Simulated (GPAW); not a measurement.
A run of GPAW 26.7.0 is set up as follows.

run.py

```python
from ase.dft.bandgap import bandgap
from ase.io import read, write
from ase.units import GPa
from gpaw import GPAW, PW

atoms = read('SrO.xyz')

calc = GPAW(mode=PW(800),
            xc='PBE',
            kpts={'size': (12, 12, 12), 'gamma': True},
            occupations={'name': 'fermi-dirac', 'width': 0.05},
            nbands=16,
            convergence={'density': 1e-05, 'energy': 1e-05},
            maxiter=100,
            txt='gpaw.txt')
atoms.calc = calc
energy = atoms.get_potential_energy()
forces = atoms.get_forces()
stress = atoms.get_stress()
calc.write('gs.gpw')
write('result.traj', atoms)
print(f'Energy: {energy:.6f} eV')
print('Forces (eV/A):')
print(forces.round(4))
print('Stress (GPa):', (stress / GPa).round(3))
print('Fermi level:', round(calc.get_fermi_level(), 4), 'eV')
print(f'Gap: {bandgap(calc)[0]:.4f} eV, direct: {bandgap(calc, direct=True)[0]:.4f} eV')
```

The input SrO.xyz:

```xyz
2
Lattice="0.0000000000 2.5663000000 2.5663000000 2.5663000000 0.0000000000 2.5663000000 2.5663000000 2.5663000000 0.0000000000" Properties=species:S:1:pos:R:3 pbc="T T T"
Sr     2.5663000000      2.5663000000      2.5663000000
O      0.0000000000      0.0000000000      0.0000000000
```

Potentials or basis: GPAW PAW data sets (gpaw-data 1.2.1), pw.

Launch:

```bash
$ OMP_NUM_THREADS=1 python run.py
```

Problem. Predict the band gap on the k mesh.

Solution. 3.36 eV, indirect (least direct gap 3.43 eV).

Problem. Estimate the pressure.

Solution. 3.8 GPa.

A k mesh can miss the band edges.
